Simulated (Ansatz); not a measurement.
A film clamped to a substrate in SnO

Computed with Ansatz, DFT PBE, scalar-relativistic, plane waves, PAW. Settings: plane waves to 420 eV, k-mesh 10×10×8 (Γ-centred), Gaussian smearing 0.05 eV. No spin polarisation. Energies are free energies at this smearing, counted from the undisturbed cell; pressure is positive in compression.

The undisturbed cell (relaxed at this level):

```xyz
4
Lattice="3.8682 0.0000 0.0000 0.0000 3.8682 0.0000 0.0000 0.0000 5.0673" Properties=species:S:1:pos:R:3 pbc="T T T"
Sn    0.0000    1.9341    1.1591
Sn    1.9341    0.0000    3.9082
O     0.0000    0.0000    0.0000
O     1.9341    1.9341    0.0000
```

The cell (4 atoms, V0 = 75.82 Å³) is strained by p along both x and y and by q along z, fractional coordinates fixed. τp = (1/V0) ∂E/∂p = (σxx + σyy)(1 + p)(1 + q) and τq = (1/V0) ∂E/∂q = σzz(1 + p)², with tension positive.

| p | q | ΔE (meV/atom) | τp (GPa) | τq (GPa) |
| --- | --- | --- | --- | --- |
| 0.000 | 0.000 | 0.00 | -0.01 | -0.03 |
| -0.015 | 0.000 | 5.92 | -6.78 | -1.74 |
| 0.015 | 0.000 | 5.42 | 5.99 | 1.49 |
| 0.000 | -0.015 | 1.36 | -1.67 | -1.50 |
| 0.000 | 0.015 | 1.24 | 1.55 | 1.42 |

Problem. Get the second derivatives of the energy density.

Solution. Central differences give A = ∂τp/∂p = 426 GPa (C11 + C22 + 2 C12), C = ∂τq/∂q = 97 GPa (C33) and the cross term B = ∂τq/∂p = 108 GPa (C13 + C23); ∂τp/∂q = 108 GPa must equal B, and any difference shows higher-order terms. The ions are clamped.

Problem. A film of this crystal grows with z along the normal on a substrate that imposes p. How does its thickness respond, and what does the misfit cost?

Solution. Count p and q from the stress-free cell. A free surface needs τq = 0, so q = −(B/C) p = -1.11 p. The energy density left is (A − B²/C) p²/2 = M p², with the biaxial modulus M = 153 GPa; a misfit of 1 % costs 1.81 meV/atom, against 2.52 meV/atom if the thickness were held.

Forces appear on the atoms along this scan, and letting them relax would lower the energy and soften the response.

Cost: 25 runs of about 9.9 core-minutes in all, on Intel Xeon Processor @ 2.50GHz (Skylake/Cascade Lake) (shared hosts).

SnO resists in-plane strain much more than strain along z, as expected for a layered crystal whose Sn–O bonds lie within the slabs, while Sn lone pairs face each other across the gap. The sizeable cross term probably arises because the Sn–O bonds are inclined, so both strains change their length. Under in-plane tension the film thins by slightly more, in relative terms, than each in-plane edge stretches, yet its volume still grows because two edges lengthen. This thinning lowers the cost of a 1 % misfit from 2.52 to 1.81 meV/atom. In-plane compression costs more than equal tension, consistent with steepening short-range repulsion, so the harmonic cost hides a dependence on the sign of the misfit.

The c axis is longer than is known for SnO, probably because PBE lacks the dispersion attraction between slabs. In a real film the gap could take up much of the strain along z, and since this would alter both B and C, even the direction of the change in the thickness ratio remains open.
